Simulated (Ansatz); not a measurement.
Crystal: SnO2 (Cassiterite).

```xyz
6
Lattice="4.7380 0.0000 0.0000 0.0000 4.7380 0.0000 0.0000 0.0000 3.1865" Properties=species:S:1:pos:R:3 pbc="T T T"
Sn    2.3690    2.3690    1.5933
Sn    0.0000    0.0000    0.0000
O     3.8240    0.9140    1.5933
O     3.2830    3.2830    0.0000
O     0.9140    3.8240    1.5933
O     1.4550    1.4550    0.0000
```

Program: Ansatz 0.2.0. Alike in all runs: potentials or basis Ansatz PAW; cell as given. Hardware: 2 threads of Intel(R) Xeon(R) Processor @ 2.50GHz (Skylake/Cascade Lake) (shared host).

Question: Order these runs on this cell by their wall time, lowest first.
A. task band structure; level revPBE; spin off; k mesh 6 × 6 × 8; cutoff (eV) 420; smearing fermi-dirac 0.05 eV; points for each segment of the path 14
B. task atomic charges; level PBEsol; spin off; k mesh 6 × 6 × 8; cutoff (eV) 420; smearing fermi-dirac 0.1 eV
C. task band structure; level r2SCAN; spin SOC, no magnetisation; k mesh 5 × 5 × 6; cutoff (eV) 500; smearing fermi-dirac 0.05 eV; points for each segment of the path 14

Answer: A (22 s), B (63 s), C (240 s).

Runs at the PBE level aren't shown here.
